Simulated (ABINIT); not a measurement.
Runs of ABINIT 10.8.3 (patched build) on CO2. The structure is tetragonal, space group I-42d (No. 122). Conventional cell: a = 3.949 Å, b = 3.949 Å, c = 6.028 Å, α = 90.00°, β = 90.00°, γ = 90.00°. O (site symmetry 2) is surrounded by 2 C at 1.40 Å. Around C (site symmetry -4) lie 4 O at 1.40 Å. The cell comes from a database or a generator and needn't be the stable form of this composition.

```csv
task,level,potentials or basis,k mesh,mesh quality,gap on the mesh (eV),pressure (GPa),largest force (eV/Å)
single point,LDA,JTH PAW LDA v2.0,7 × 7 × 7,not flagged,7.41,-14.6,0.59
single point,PBEsol,JTH PAW PBE v2.0,5 × 5 × 5,coarse,7.57,-6.8,0.25
single point,PBEsol,JTH PAW PBE v2.0,7 × 7 × 7,not flagged,(a),-6.8,0.25
band structure,LDA-PZ,JTH PAW LDA v2.0,9 × 9 × 9,not flagged,7.41,-14.2,0.56
single point,LDA,JTH PAW LDA v2.0,4 × 4 × 4,coarse,7.40,-14.6,0.59
single point,PBEsol,JTH PAW PBE v2.0,4 × 4 × 4,coarse,7.54,-6.9,0.25
band structure,LDA,JTH PAW LDA v2.0,9 × 9 × 9,not flagged,7.41,-14.6,0.59
single point,LDA,JTH PAW LDA v2.0,5 × 5 × 5,coarse,(b),-14.6,0.59
```

Alike in all rows: no spin polarisation; cell as given; cutoff (eV) 626; smearing fermi-dirac 0.05 eV.

Question: Fill in the values left out.

Answer: (a) 7.55; (b) 7.43.

Caveats: some runs use coarse meshes; the atomic spheres overlap; an odd mesh through Γ misses points on the zone boundary, where band edges often lie (some runs); the PAW data sets were made with another functional, which shifts forces and pressure a little (some runs).

Runs at the PBE level aren't shown here.
